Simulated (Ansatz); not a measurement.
**Polymorphs of In4Sb**

All numbers below come from Ansatz 0.2.0, DFT PBE, scalar-relativistic, plane waves, PAW. Settings: cutoff 420 eV, Γ-centred meshes spaced at most about 0.3 Å⁻¹, and about 0.25 Å⁻¹ or finer for metals (2π included), Gaussian smearing. No spin polarisation.

The zero of energy is the elements' standard structures at the same level; no fitted shifts are applied.

All energies are static (0 K, no zero-point motion). Only the structures computed here compete, so a lower one can exist. Spin–orbit coupling, which can matter for Sb, is left out.

Invented guesses were relaxed alike, and ends that match in structure were merged. ΔE counts from the first row. Coordination counts In atoms around Sb (those within 1.25 times the shortest such distance or 1.15 times the sum of covalent radii; a plus sign parts nearer from farther groups; the shortest distance is added where it is long for a bond). The ends were matched against large subsets of the Crystallography Open Database and the Materials Project, so a missing match doesn't prove that a structure is unreported.

| # | reached from | type and space group | atoms | Å³/atom | coordination | ΔE (meV/atom) | gap on mesh (eV) | in databases |
| --- | --- | --- | --- | --- | --- | --- | --- | --- |
| 1 | random cell | Cmmm (No. 65) | 5 | 30.5 | Sb 8 from 3.4 Å | 0 | 0.00 | no match |
| 2 | SnI4 type (P-43m) | P-43m (No. 215) | 5 | 33.7 | Sb 4 | 98 | 0.00 | no match |
| 3 | Hg4Pt type (Im-3m) | Im-3m (No. 229) | 5 | 35.6 | Sb 8 | 189 | 0.00 | no match |
| 4 | random cell | P6/mmm (No. 191) | 5 | 40.7 | Sb 2 | 279 | 0.00 | no match |
| 5 | random cell | Pm-3m (No. 221) | 5 | 34.8 | Sb 12+8 from 3.9 Å | 326 | 0.00 | no match |

The lowest: Space group Cmmm (No. 65), orthorhombic, a = 8.880 Å, b = 10.456 Å, c = 3.282 Å. In on a site of symmetry 2mm has 7 In at 3.01–3.28 Å and 2 Sb at 3.36 Å; In on a site of symmetry 2/m has 6 In at 3.17–3.28 Å and 2 Sb at 3.43 Å; Sb has 2 Sb at 3.28 Å and 8 In at 3.36–3.43 Å. Its energy over the elements is +0.09 eV/atom. A positive value: parting into the elements would lower its energy. An observed structure of this formula, if there is one, may be missing.

```yaml
crystal:
  lattice:
    - [4.44002, -5.22779, 0.00000]
    - [4.44002, 5.22779, 0.00000]
    - [0.00000, 0.00000, 3.28240]
  atoms:
    - { symbol: In, position: [0.16929, 0.16929, 0.50000] }
    - { symbol: In, position: [0.83071, 0.83071, 0.50000] }
    - { symbol: In, position: [0.00000, 0.50000, 0.00000] }
    - { symbol: In, position: [0.50000, 0.00000, 0.00000] }
    - { symbol: Sb, position: [0.50000, 0.50000, 0.00000] }
```

The second: Space group P-43m (No. 215), cubic, a = 5.522 Å. Around In lie 1 Sb at 2.89 Å and 3 In at 3.09 Å; Sb has 4 In at 2.89 Å. Counting In atoms around Sb, the first has Sb 8 from 3.4 Å and the second has Sb 4. Cells relaxed within their symmetry can be saddle points. Some structure types and database cells were kept out of the candidates from the start, so a known form may be missing.
